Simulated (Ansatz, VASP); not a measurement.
This is a calculation of Sn3Se for Ansatz 0.2.0.

The input input.yaml:

```yaml
crystal:
  lattice:
    - [0.0, 3.6569301267, 3.6569301267]
    - [3.6569301267, 0.0, 3.6569301267]
    - [3.6569301267, 3.6569301267, 0.0]
  atoms:
    - { symbol: Sn, position: [0.5, 0.5, 0.5] }
    - { symbol: Sn, position: [0.75, 0.75, 0.75] }
    - { symbol: Sn, position: [0.25, 0.25, 0.25] }
    - { symbol: Se, position: [0.0, 0.0, 0.0] }
hamiltonian:
  xc: pbesol
  pseudopotentials: { kind: paw }
kpoints:
  mp_grid: { grid: [6, 6, 6] }
scf:
  occupations: { method: fermi_dirac, width: 0.05 }
output:
  forces: true
  stress: true
  eigenvalues: true
```

Potentials or basis: Ansatz PAW.

The run is started by

```bash
$ ansatz run input.yaml --threads 1 --pin off --max-ram 3584MiB --backend cpu --events-out ev --progress --plain --runs-dir out
```

Q: Set up the same calculation for VASP 6.6.1. Potentials there: VASP PAW PBE potentials, release 64 (Sn_d, Se).

A: As run (the cutoff follows the program's own potentials):

The input INCAR:

```
SYSTEM = Sn3Se
ALGO     = Normal         ! electronic algorithm
EDIFF    = 1E-7           ! SCF threshold, eV
ENCUT    = 520            ! plane-wave cutoff, eV
GGA      = PS             ! functional
ISIF     = 2              ! what is computed and relaxed
ISMEAR   = -1             ! smearing method
LASPH    = .TRUE.         ! aspherical terms in the spheres
LCHARG   = .FALSE.        ! write CHGCAR
LREAL    = .FALSE.        ! projectors in reciprocal space
LWAVE    = .FALSE.        ! write WAVECAR
NBANDS   = 32             ! bands
NELM     = 80             ! most SCF steps
PREC     = Accurate       ! precision mode
SIGMA    = 0.05           ! smearing width, eV
```

File KPOINTS:

```
k-points
0
G
  6 6 6
  0 0 0
```

The input POSCAR:

```
Sn3Se
1.0
    0.0000000000      3.6569301267      3.6569301267
    3.6569301267      0.0000000000      3.6569301267
    3.6569301267      3.6569301267      0.0000000000
Sn Se
3 1
Direct
    0.5000000000      0.5000000000      0.5000000000
    0.7500000000      0.7500000000      0.7500000000
    0.2500000000      0.2500000000      0.2500000000
    0.0000000000      0.0000000000      0.0000000000
```

Potentials or basis: VASP PAW PBE potentials, release 64 (Sn_d, Se).

The run is started by

```console
$ cat potpaw_PBE.64/Sn_d/POTCAR potpaw_PBE.64/Se/POTCAR > POTCAR
$ mpirun -np 1 vasp_std > vasp.out
```

Both were run:

|  | VASP | Ansatz | Ansatz less VASP |
| --- | --- | --- | --- |
| gap on the k mesh at the Fermi level (eV) | none | none | - |
| pressure (GPa) | -0.1 | -0.1 | +0.02 |

A gap of «none» marks a metal or a gap that the smearing closes. The two sets of potentials don't hold the same shells in valence.

Caveats: the PAW data sets were made with another functional, which shifts forces and pressure a little (VASP); the PAW data sets come from PBE, with cores solved anew for the run's functional, which leaves a small shift of forces and pressure (Ansatz).
